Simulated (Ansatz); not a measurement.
The system is SnO2 (Cassiterite).

```
Sn O
1.0
     4.73800    0.00000    0.00000
     0.00000    4.73800    0.00000
     0.00000    0.00000    3.18650
Sn O
2 4
Direct
  0.50000 0.50000 0.50000
  0.00000 0.00000 0.00000
  0.80710 0.19290 0.50000
  0.69290 0.69290 0.00000
  0.19290 0.80710 0.50000
  0.30710 0.30710 0.00000
```

Base run:

* Program: Ansatz 0.2.0
* Functional: r2SCAN
* Potentials or basis: Ansatz PAW
* Cutoff: 500 eV (not typed: the program's choice for these potentials)
* k mesh: 6 × 6 × 8
* Occupations: fermi-dirac, width 0.05 eV
* Spin: no spin polarisation

Its results: band gap on the k mesh 1.96 eV, direct; pressure 3.3 GPa; largest force 0.242 eV/Å.

**Question.** The run is repeated on the same cell with these changes: functional from r2SCAN to BLYP; cutoff from 500 eV (not typed: the program's choice for these potentials) to 420 eV (not typed: the program's choice for these potentials). What comes out?

**Answer.** Band gap on the k mesh 1.32 eV, direct; pressure 16.7 GPa; largest force 0.347 eV/Å.

r2SCAN gives the wider gap, since meta-GGAs in the generalised Kohn-Sham scheme recover part of the derivative discontinuity.

Caveats: spin-orbit coupling is left out, which moves the levels of the heavy elements; the PAW data sets come from PBE, with cores solved anew for the run's functional, which leaves a small shift of forces and pressure.
